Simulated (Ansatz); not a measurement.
Skutterudite CoSb3, treated with BLYP (Ansatz, a first-principles code, PAW).

Settings: plane-wave cutoff 520 eV, 6×6×6 k mesh, Fermi–Dirac smearing 0.01 eV, no spin polarisation, scalar-relativistic PAW data made under PBE.

Computed at the level's own relaxed cell.

Question: Estimate the equilibrium volume per atom, bulk modulus, lattice parameter a and pressure derivative B′ of the bulk modulus that the calculation returns.

Answer: 
* **equilibrium volume per atom**: 25.36 Å³/atom
* **bulk modulus**: 67.6 GPa
* **lattice parameter a**: 9.327 Å
* **pressure derivative B′ of the bulk modulus**: 4.9

The run finds no gap.

Measured, for comparison: equilibrium volume per atom 23.06 Å³/atom, lattice constant a 9.037 Å (room temperature, no zero-point or thermal correction; as tabulated in Alexeev et al. (2016), arXiv:1601.07731); bulk modulus 95 ± 5 GPa (room temperature, no zero-point or thermal correction, our sources range from 85.0 to 95.0; as tabulated in Alexeev et al. (2016), arXiv:1601.07731). Computed (rounded) less measured: equilibrium volume per atom +10.0 %, bulk modulus -29 % (-20 % to -29 % over the range), lattice constant a +3.2 %.

Note: the gap of the solid is closed in this run; this level leaves the solid without a gap, although one is measured; the bulk modulus comes from volumes at which shape and atoms were relaxed.

Spin–orbit coupling is not included; it can open a gap where bands touch, and shift volumes and moduli.

The computed numbers hold no vibrational or temperature effects.
